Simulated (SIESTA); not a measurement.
Crystal: YN.

```xyz
2
Lattice="0.0000 2.4385 2.4385 2.4385 0.0000 2.4385 2.4385 2.4385 0.0000" Properties=species:S:1:pos:R:3 pbc="T T T"
Y     0.0000    0.0000    0.0000
N     2.4385    2.4385    2.4385
```

Base run:

```yaml
Program: SIESTA 5.4.2
Functional: PBE
Potentials_or_basis: PseudoDojo 0.4 standard (PBE files)
Basis: TZDP (energy shift 0.003 Ry; two zetas on semicore shells)
Grid_cutoff: 800 Ry
Energy_shift: 0.003 Ry
k_mesh: 9 × 9 × 9
Occupations: fermi-dirac, width 0.05 eV
Spin: no spin polarisation
```

Its results: band gap on the k mesh 0.14 eV, indirect (least direct gap 0.57 eV); pressure 3.4 GPa.

**Question.** The run is repeated on the same cell with these changes: basis from TZDP (energy shift 0.003 Ry; two zetas on semicore shells) to DZP (energy shift 0.003 Ry; two zetas on semicore shells). What comes out?

**Answer.** Band gap on the k mesh 0.12 eV, indirect (least direct gap 0.55 eV); pressure 4.6 GPa.

Caveats: an odd mesh through Γ misses points on the zone boundary, where band edges often lie; the basis of atomic orbitals isn't converged, which shifts pressures, moduli and gaps.
